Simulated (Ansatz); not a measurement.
# Ti in Ansatz: the effect of functional

Ti:

```
CELL_PARAMETERS angstrom
0.00000 2.03000 2.03000
2.03000 0.00000 2.03000
2.03000 2.03000 0.00000
ATOMIC_POSITIONS crystal
Ti 0.00000 0.00000 0.00000
```

This isn't the form of Ti at room conditions, which is hcp.

Alike in all runs:

* Program: Ansatz 0.2.0
* Task: equation of state
* Potentials or basis: Ansatz PAW
* k mesh: 11 × 11 × 11
* Occupations: fermi-dirac, width 0.05 eV
* Spin: no spin polarisation

Problem. One run gave: V0 of scaled cells 15.99 Å³/atom; B0 123 GPa. Which functional did it use?
A. r2SCAN
B. PBEsol
C. LDA

Solution. C.

| functional | cutoff | V0 of scaled cells (Å³/atom) | B0 (GPa) |
| --- | --- | --- | --- |
| LDA | 420 eV | 15.99 | 123 |
| PBEsol | 420 eV | 16.65 | 114 |
| r2SCAN | 500 eV | 17.35 | 110 |

Caveats: the PAW data sets come from PBE, with cores solved anew for the run's functional, which leaves a small shift of forces and pressure.

Not every run made on this cell is shown here.
